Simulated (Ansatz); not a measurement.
Program: Ansatz. Geometries: PBE0-D4/def2-TZVP. ΔE: electronic, gas phase. CBS: MP2 limit from def2 TZ/QZ plus the TZ coupled-cluster correction, frozen cores. One conformer a species, not always the lowest.

`CCC(C)(C)CC` + `C1CCCCC1` → `CCC1CCCCC1` + `CCC(C)C`  (formal exchange of groups at a C–C bond)

| level | ΔE (kJ/mol) |
| --- | --- |
| MP2/def2-QZVPP | -25.7 |
| MP2/CBS(def2) | -26.0 |

(1) What does CCSD(T)/CBS give? (Best estimate.)

Largest T1 diagnostic among the species: 0.009.

Answers

(1) The calculation gave: -27.5 kJ/mol. The listed levels differ from it by 1.8, 1.5 kJ/mol.

The D4 term adds +7.3 kJ/mol with B3LYP and +3.9 kJ/mol with PBE0; it sums over pairs of atoms, weighted by their polarisabilities, and B3LYP, whose exchange is more repulsive, gets the larger term. In def2-TZVPP, CCSD(T) changes the Hartree–Fock value by +16.3 kJ/mol (the triples alone add +2.1 kJ/mol) and MP2 by +17.8 kJ/mol.

B3LYP here is the variant with VWN-RPA as its local correlation; programs differ in this.

CCSD(T)/CBS has its own doubt, a few kJ/mol and more with outer-core shells, so smaller differences from it don't rank the levels.
